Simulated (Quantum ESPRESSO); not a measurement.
# MgO2: zone-centre phonons and dielectric response under several settings

```
CELL_PARAMETERS angstrom
1.60476 0.92651 3.49398
-1.60476 0.92651 3.49398
0.00000 -1.85302 3.49398
ATOMIC_POSITIONS crystal
Mg 0.00000 0.00000 0.00000
O 0.57121 0.57121 0.57121
O 0.42879 0.42879 0.42879
```

The cell comes from a database or a generator and needn't be the stable form of this composition.

All runs used Quantum ESPRESSO 7.5; potentials PseudoDojo 0.4.1 SR LDA standard; given cell; no spin polarisation; cutoff 1143 eV; occupations smeared at first, fixed for the response.

| level | k mesh (s: shifted) | lowest optical mode without the field (cm⁻¹) | highest optical mode without the field (cm⁻¹) | ε∞ (mean) | ε0 (mean) | sum of the Born charges (e) |
| --- | --- | --- | --- | --- | --- | --- |
| LDA | 4 × 4 × 4 | 316 | 865 | 3.48 | 7.2 | -0.05 |
| LDA | 6 × 6 × 6 | ? | ? | ? | ? | ? |
| LDA | 8 × 8 × 8 | 317 | 864 | 3.33 | 7.0 | 0.00 |

Question: What stands in the row left open?

Answer: Lowest optical mode without the field 317 cm⁻¹; highest optical mode without the field 864 cm⁻¹; ε∞ 3.34; ε0 7.0; sum of the Born charges 0.00 e.

Caveats: some runs use coarse meshes; the atoms weren't relaxed first, which shifts the frequencies; the cell is more than 3 GPa from zero pressure, which shifts response properties; on a mesh that holds Γ this program's dielectric tensor can be off by some percent beyond the error of the mesh.

For the row left open. Caveat: the atoms weren't relaxed first, which shifts the frequencies; the cell is more than 3 GPa from zero pressure, which shifts response properties; on a mesh that holds Γ this program's dielectric tensor can be off by some percent beyond the error of the mesh.
